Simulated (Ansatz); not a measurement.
# InAs (F-43m) in Ansatz: further runs

One crystal, InAs, is run at these levels: wPBEh; tasks: band structure, single point, equation of state.

Everything below comes from runs of Ansatz 0.2.0. Logs are shortened: lines on timing, memory, paths and dates and some standing lists are left out, and cuts for length are marked.

**Experimental background.**

From a printed reference work, data compilation, for a bulk crystal of InAs at 4.2 K: band gap 0.418 eV (direct).

How close the calculation comes is told below.

## Step 1: Starting point

The structure is cubic, space group F-43m (No. 216). Conventional cell: a = 6.036 Å, b = 6.036 Å, c = 6.036 Å, α = 90.00°, β = 90.00°, γ = 90.00°. Around In (site symmetry -43m) lie 4 As at 2.61 Å. Around As (site symmetry -43m) lie 4 In at 2.61 Å.

## Step 2: Band structure, wPBEh

input.yaml

```yaml
crystal:
  lattice:
    - [0.0, 3.018, 3.018]
    - [3.018, 0.0, 3.018]
    - [3.018, 3.018, 0.0]
  atoms:
    - { symbol: In, position: [0.0, 0.0, 0.0] }
    - { symbol: As, position: [0.75, 0.75, 0.75] }
hamiltonian:
  xc: wpbeh
  pseudopotentials: { kind: paw }
kpoints:
  mp_grid: { grid: [5, 5, 5] }
  band_path:
    path:
      - [[0.0, 0.0, 0.0], [0.5, 0.0, 0.5], [0.5, 0.25, 0.75], [0.375, 0.375, 0.75], [0.0, 0.0, 0.0], [0.5, 0.5, 0.5], [0.625, 0.25, 0.625], [0.5, 0.25, 0.75], [0.5, 0.5, 0.5], [0.375, 0.375, 0.75]]
      - [[0.625, 0.25, 0.625], [0.5, 0.0, 0.5]]
    npoints: 4
scf:
  occupations: { method: fermi_dirac, width: 0.05 }
  n_extra_bands: 6
output:
  forces: true
  stress: true
  eigenvalues: true
  fatbands: false
```

Potentials or basis: Ansatz PAW.

Run with:

```sh
$ ansatz run input.yaml --threads 2 --pin off --max-ram 5632MiB --backend cpu --events-out ev --progress --plain --runs-dir out
```

What it wrote:

```text
Warning: output.stress: scf.convergence.dr2_threshold = 1e-7 eV (the SCF's general default) is looser than the 2e-10 eV advised for a printed stress (1e-10 eV for each atom of the cell: 2). What an SCF threshold leaves in a stress goes as its square root, and in the free energy as the threshold itself, and one threshold admits the most on a small cell: of the crystals measured, under no hybrid functional and no lock of the moments, on runs that ended without the residual-converged pass, on stresses that held no estimate of that error, the worst erred by over 100 MPa in a component at 1e-7 eV an atom and by under 5 at 1e-10. Set scf.convergence.dr2_threshold to 2e-10 eV or tighter. The threshold is an SCF's pass mark: one that does not reach it within its budget of iterations ends unconverged, or closes short of it on a stop that the run arms, and scf.convergence.dr2_threshold's page says what that costs each kind of run
Warning: output.stress: scf.exx.energy_threshold = 1e-6 eV is looser than the 2e-8 eV advised for a stress under a hybrid functional (1e-8 eV for each atom of the cell: 2). Every SCF of the exchange loop can meet its threshold on dr2 while the loop round them stops early: no threshold on dr2 bounds what that leaves in the stress. Set scf.exx.energy_threshold to 2e-8 eV or tighter. The threshold is the loop's pass mark: a loop that does not reach it within its budget of cycles ends unconverged, and scf.exx.energy_threshold's page has the law
Warning: RAYON_NUM_THREADS=2 ignored (pool sized by the plan → 2); use --threads N
scf.n_extra_bands = 6 over 14 filled bands (N_el = 28.0): the run solves 20 bands
Engine: ansatz 0.2.0, aarch64-unknown-linux-gnu
Pseudopotentials: kind: paw
Pseudopotential: In, paw, valence charge 13, recommended cutoff 420 eV (normal), In.paw.azcp
Pseudopotential: As, paw, valence charge 15, recommended cutoff 420 eV (normal), As.paw.azcp
Functional definition: wPBEh
  parameter a = 0.25
  parameter omega = 0.11/bohr
  exchange = wpbe_x - a*pbe_x_sr(omega) + a*exact_x_sr(omega)
  correlation = pbe_c
Crystal: 2 atoms, lattice volume = 54.978 Å³
Basis set: ecut = 420 eV, 1067 PW (Γ), exchange–correlation on 60×60×60 points (8 copies of the dense FFT grid, shifted against one another)
Bands: 20, of which v1, the nominal top of the filled ones, is band 14 counted from 1 (13 counted from 0)
Symmetry: 24 space group operations
Space group: F-43m (ITA 216), of the structure as read, at distance tolerance 3.8e-5 Å
k-points: 10 of 125 (time reversal used)
Non-local potential: In, projectors of the file, l = 0: 2, l = 1: 2, l = 2: 2, l = 3: 2
Non-local potential: As, projectors of the file, l = 0: 2, l = 1: 2, l = 2: 3, l = 3: 1
PAW form: soft (Blöchl's): semilocal exchange-correlation on the pseudo side does not see the compensation charge
PAW frozen core: In, regenerated for the run's functional, and the local potential with it (the file was generated under x = pbe(κ = 0.804, μ = 0.2195149727645171), c = pbe(β = 0.06672455060314922))
PAW frozen core: As, regenerated for the run's functional, and the local potential with it (the file was generated under x = pbe(κ = 0.804, μ = 0.2195149727645171), c = pbe(β = 0.06672455060314922))
PAW one-centre angular grid: In, 590 points (default); XC on 64 Gauss nodes
PAW one-centre angular grid: As, 590 points (default); XC on 64 Gauss nodes
Initial density: superposition of atomic densities (neutral atoms: chi_scale 0, normalization atom), corrected by the library's trained network
Initial wavefunctions: pseudopotential atomic-orbital guess
Functional: x = wpbeh, c = pbe(β = 0.06672455060314922), warm-up for x = wpbeh + 0.25 (exact − pbe) at short range (hse, ω = 0.20786987370883472 Å⁻¹), c = pbe(β = 0.06672455060314922); HSE06 as its authors and Libxc compose it (pw.x's `hse`: `xc: hse06`)
SCF iter   1: F=—  HF=-10451.280028 eV  |F-HF|=—  |Δ(HF+E_count)|=         —  Δρ=2.44e-3  dr2=6.54e-3  ethr=1.77e-3  ⟨swp⟩=13.6  Hψ=974  notcnv=1
preconditioner: auto → none  [insulator: Δε(μ)=0.943 eV  Ē_g=16.292 eV  σ=0.050 eV  W_gap=0.67  n_scr=14 (ndim 8)  ℏωp=21.2 eV  f_vac=0.106  D(μ)=0.21/eV (n_scr^D=0)]
iter 2 solved again at ethr=1.79e-6 eV; its pass at ethr=2.34e-5 eV (dr2=5.01e-4 eV) is discarded
SCF iter   2: F=—  HF=-10451.277089 eV  |F-HF|=—  |Δ(HF+E_count)|=   2.94e-3  Δρ=1.00e-3  dr2=5.08e-4  ethr=1.79e-6  ⟨swp⟩=2.0  Hψ=916  notcnv=0
SCF iter   3: F=—  HF=-10451.276948 eV  |F-HF|=—  |Δ(HF+E_count)|=   1.41e-4  Δρ=4.15e-4  dr2=6.57e-5  ethr=1.79e-6  ⟨swp⟩=3.0  Hψ=426  notcnv=0
SCF iter   4: F=—  HF=-10451.276971 eV  |F-HF|=—  |Δ(HF+E_count)|=   2.39e-5  Δρ=1.36e-4  dr2=6.15e-6  ethr=2.35e-7  ⟨swp⟩=3.3  Hψ=361  notcnv=0
SCF iter   5: F=—  HF=-10451.276973 eV  |F-HF|=—  |Δ(HF+E_count)|=   1.55e-6  Δρ=1.79e-5  dr2=1.33e-7  ethr=2.20e-8  ⟨swp⟩=3.9  Hψ=457  notcnv=0
SCF iter   6: F=—  HF=-10451.276973 eV  |F-HF|=—  |Δ(HF+E_count)|=   1.09e-7  Δρ=9.58e-6  dr2=4.23e-8  ethr=4.76e-10  ⟨swp⟩=4.0  Hψ=568  notcnv=0
SCF iter   7: F=—  HF=-10451.276973 eV  |F-HF|=—  |Δ(HF+E_count)|=   1.66e-8  Δρ=3.70e-6  dr2=6.83e-9  ethr=1.51e-10  ⟨swp⟩=3.0  Hψ=389  notcnv=0
SCF iter   8: F=-10451.276973 eV  HF=-10451.276973 eV  |F-HF|=1.78e-10  |Δ(HF+E_count)|=   2.46e-9  Δρ=8.46e-7  dr2=2.48e-10  ethr=2.44e-11  ⟨swp⟩=3.8  Hψ=431  notcnv=0
SCF 1 converged in 8 iterations: F = -10451.276973 eV  dr2 = 2.48e-10
Initial density: handed on by an earlier stage of this run
Initial wavefunctions: those handed on with the density
Functional: x = wpbeh + 0.25 (exact − pbe) at short range (hse, ω = 0.20786987370883472 Å⁻¹), c = pbe(β = 0.06672455060314922); HSE06 as its authors and Libxc compose it (pw.x's `hse`: `xc: hse06`)
Exchange kernel: α = 0.2500, screened, ω = 0.2079 Å⁻¹, Wigner–Seitz truncation, v(0) = 1045.5301 eV·Å³, q-mesh 5×5×5, nearest image of the exchange supercell L = 21.34 Å, pair-density grid 18×18×18, without the augmentation charges, whose exchange is taken in its separable form by FFT convolution over the k-point mesh (sized by the pseudopotential files, 24×24×24 at the most), smooth part of the exact exchange by density-matrix convolution
Frozen-core exchange: fock
iter 1 solved again at ethr=3.69e-5 eV; its pass at ethr=1.00e-1 eV (dr2=1.03e-2 eV) is discarded
SCF iter   1: F=—  HF=-10456.497978 eV  |F-HF|=—  |Δ(HF+E_count)|=         —  Δρ=6.36e-3  dr2=1.22e-2  ethr=3.69e-5  ⟨swp⟩=4.8  Hψ=1158  notcnv=0
preconditioner: auto → none  [insulator: Δε(μ)=0.371 eV  Ē_g=18.337 eV  σ=0.050 eV  W_gap=0.95  n_scr=14 (ndim 8)  ℏωp=21.2 eV  f_vac=0.095  D(μ)=0.03/eV (n_scr^D=0)]
SCF iter   2: F=—  HF=-10456.489244 eV  |F-HF|=—  |Δ(HF+E_count)|=   8.73e-3  Δρ=2.38e-3  dr2=2.40e-3  ethr=3.69e-5  ⟨swp⟩=3.0  Hψ=537  notcnv=0
SCF iter   3: F=—  HF=-10456.489048 eV  |F-HF|=—  |Δ(HF+E_count)|=   1.96e-4  Δρ=8.91e-4  dr2=1.10e-3  ethr=4.59e-6  ⟨swp⟩=2.0  Hψ=341  notcnv=0
SCF iter   4: F=—  HF=-10456.497424 eV  |F-HF|=—  |Δ(HF+E_count)|=   8.38e-3  Δρ=8.85e-4  dr2=2.38e-4  ethr=6.50e-7  ⟨swp⟩=4.0  Hψ=645  notcnv=0
SCF iter   5: F=—  HF=-10456.497347 eV  |F-HF|=—  |Δ(HF+E_count)|=   7.66e-5  Δρ=3.73e-5  dr2=1.38e-5  ethr=6.50e-7  ⟨swp⟩=3.0  Hψ=393  notcnv=0
SCF iter   6: F=-10456.497452 eV  HF=-10456.497453 eV  |F-HF|=1.28e-6  |Δ(HF+E_count)|=   1.06e-4  Δρ=9.32e-5  dr2=3.26e-6  ethr=1.65e-9  ⟨swp⟩=5.0  Hψ=789  notcnv=0
SCF 2 stopped early in 6 iterations: F = -10456.497452 eV  dr2 = 3.26e-6
hybrid outer 1: dexx = +9.559e-3 eV, tail = 6.15e-5 eV
Exchange kernel: α = 0.2500, screened, ω = 0.2079 Å⁻¹, Wigner–Seitz truncation, v(0) = 1045.5301 eV·Å³, q-mesh 5×5×5, nearest image of the exchange supercell L = 21.34 Å, pair-density grid 18×18×18, without the augmentation charges, whose exchange is taken in its separable form by FFT convolution over the k-point mesh (sized by the pseudopotential files, 24×24×24 at the most), smooth part of the exact exchange by density-matrix convolution
Frozen-core exchange: fock
SCF iter   1: F=—  HF=-10456.497632 eV  |F-HF|=—  |Δ(HF+E_count)|=         —  Δρ=4.85e-5  dr2=6.61e-7  ethr=1.10e-6  ⟨swp⟩=2.4  Hψ=405  notcnv=0
preconditioner: auto → none  [insulator: Δε(μ)=0.492 eV  Ē_g=18.315 eV  σ=0.050 eV  W_gap=0.98  n_scr=14 (ndim 8)  ℏωp=21.2 eV  f_vac=0.097  D(μ)=0.01/eV (n_scr^D=0)]
SCF iter   2: F=—  HF=-10456.497633 eV  |F-HF|=—  |Δ(HF+E_count)|=   7.86e-7  Δρ=2.37e-5  dr2=2.49e-7  ethr=1.99e-9  ⟨swp⟩=4.0  Hψ=635  notcnv=0
SCF iter   3: F=—  HF=-10456.497633 eV  |F-HF|=—  |Δ(HF+E_count)|=   5.46e-8  Δρ=6.18e-6  dr2=9.65e-8  ethr=5.14e-10  ⟨swp⟩=3.1  Hψ=411  notcnv=0
SCF iter   4: F=—  HF=-10456.497633 eV  |F-HF|=—  |Δ(HF+E_count)|=   5.25e-7  Δρ=9.38e-6  dr2=4.78e-8  ethr=3.75e-11  ⟨swp⟩=4.6  Hψ=721  notcnv=0
SCF iter   5: F=-10456.497633 eV  HF=-10456.497633 eV  |F-HF|=1.48e-9  |Δ(HF+E_count)|=   1.84e-8  Δρ=1.48e-6  dr2=1.87e-9  ethr=3.75e-11  ⟨swp⟩=3.5  Hψ=441  notcnv=0
SCF 3 converged in 5 iterations: F = -10456.497633 eV  dr2 = 1.87e-9
  Residual-converged pass: ⟨swp⟩=3.0  Hψ=379  notcnv=0  max |occ|·‖R‖ = 2.4e-6 eV (tolerance 2.4e-6 eV)  dr2=1.88e-9  dr2_onsite=2.14e-9  max |Δocc| = 7.4e-13
hybrid outer 2: dexx = +6.141e-7 eV, tail = 2.37e-8 eV, Δε = 2.92e-3 eV (about 1.12e-4 eV left of the loop's levels)
NSCF: frozen V_eff on 42 k-points
hybrid SCF converged: 2 outer / 11 inner (+8 warm-up), last move |dexx| = 6.14e-7 eV, tail = 2.37e-8 eV
Stability not checked: this state was not tested for a lower state beside it, because the functional holds exact exchange (a hybrid, or Hartree-Fock), whose exchange loop this test does not read (fock_operator; see scf.lower_state_search)
Free energy (F): -10456.497634 eV
Frozen-core exchange: fock
Harris-Foulkes:  -10456.497634 eV  (|F-HF|=1.48e-9)
Internal energy: -10456.497515 eV  (E = F + TS)
E sigma→0 (E₀):  -10456.497574 eV
Entropy (-TS):   -0.000118 eV (-0.059 meV/atom)
Fermi energy:    7.840684 eV
--- Per-component energies (eV) ---
  E_band       = -374.792205
  E_kinetic    = 347.122062
  E_local      = -3269.311831  (includes V_loc(G=0)·N_el)
  E_nonlocal   = -303.309165
  E_hartree    = 1585.413851
  E_xc         = -234.954358
  E_vxc        = -142.891969  (∫ρ·V_xc dr)
  E_exx        = -93.577090  (= α·E_x^exact, valence–valence)
  E_paw        = -5959.700821  (= ΣΔE_a)
  E_vpaw       = 9.924029  (= ΣTr[D̂ρ^β])
  E_aug_tail   = 0.000036  (compensation charges beyond the density's cutoff)
  E_ewald      = -2527.799418
  E_core_change = -0.380783  (= ΣΔE_core)
  E_smearing   = -0.000118  (= −TS)
  E_closure    = 0.000003  (closes the sum)
  Σ components = -10456.497634   (vs F -10456.497634, Δ=1.82e-12)
--- Forces (eV/Å), atoms counted from 1 ---
  atom   1  In    -0.00000000     0.00000000     0.00000000
  atom   2  As     0.00000000    -0.00000000    -0.00000000
  max |Σ_I F_I| component: 2.69e-16 eV/Å
--- Stress (GPa, compression-positive) ---
        2.591401       0.000000      -0.000000
        0.000000       2.591401       0.000000
       -0.000000       0.000000       2.591401
  P = ⅓ Tr σ = 2.5914 GPa (25.914 kbar)
--- Band table (eV; the first three rows and the last of 10) ---
  k-point 0: bands = ["-30.7798", "-30.7798", "-30.7798", "-30.7712", "-30.7712", "-8.6114", "-8.6114", "-8.6114", "-8.4737", "-8.4737", "-5.5217", "7.5667", "7.5667", "7.5667", "8.0593", "12.2096", "12.2096", "12.2096", "15.9445", "18.2602"]
  k-point 1: bands = ["-30.7798", "-30.7797", "-30.7797", "-30.7712", "-30.7712", "-8.6534", "-8.5976", "-8.5976", "-8.4736", "-8.4736", "-5.0825", "4.4251", "7.1136", "7.1136", "9.5168", "12.8240", "12.8240", "12.9555", "16.9544", "16.9604"]
  k-point 2: bands = ["-30.7798", "-30.7796", "-30.7796", "-30.7711", "-30.7711", "-8.7159", "-8.5801", "-8.5801", "-8.4683", "-8.4683", "-4.1169", "1.7063", "6.5609", "6.5609", "9.2414", "13.0384", "13.0384", "15.0750", "16.8867", "18.3796"]
  k-point 9: bands = ["-30.7799", "-30.7797", "-30.7794", "-30.7711", "-30.7709", "-8.7557", "-8.5602", "-8.5408", "-8.4901", "-8.4645", "-3.4412", "1.5606", "4.2418", "5.1064", "11.9919", "12.1843", "13.2501", "16.1419", "17.1632", "19.0369"]
```

Wall time 3.3 min (2 threads of Arm Neoverse V2, shared host); peak memory 1.3 GiB.

Results:

```yaml
Free_energy: -10456.4976 eV
Pressure: 2.6 GPa
Band_gap_on_the_k_mesh: 0.49 eV, direct
Band_gap_along_the_path: 0.49 eV, direct
```

Levels at the corners of the path, in eV from the valence-band top:
```tsv
point	band 12	band 13	band 14	band 15	band 16	band 17
Γ	0.00	0.00	0.00	0.49	4.64	4.64
X	-6.38	-2.56	-2.56	2.05	2.69	10.29
W	-6.20	-3.25	-3.14	4.95	5.15	5.86
K	-6.22	-3.59	-2.14	2.71	5.08	8.28
Γ	0.00	0.00	0.00	0.49	4.64	4.64
L	-6.32	-1.09	-1.09	1.61	5.44	5.44
U	-6.22	-3.59	-2.14	2.71	5.08	8.28
W	-6.20	-3.25	-3.14	4.95	5.15	5.86
L	-6.32	-1.09	-1.09	1.61	5.44	5.44
K	-6.22	-3.59	-2.14	2.71	5.08	8.28
U	-6.22	-3.59	-2.14	2.71	5.08	8.28
X	-6.38	-2.56	-2.56	2.05	2.69	10.29
```

Caveat: spin-orbit coupling is left out, which moves the levels of the heavy elements; the PAW data sets come from PBE, with cores solved anew for the run's functional, which leaves a small shift of forces and pressure; the thresholds are loose for stress.

(Part 1 of 2 ends here.)
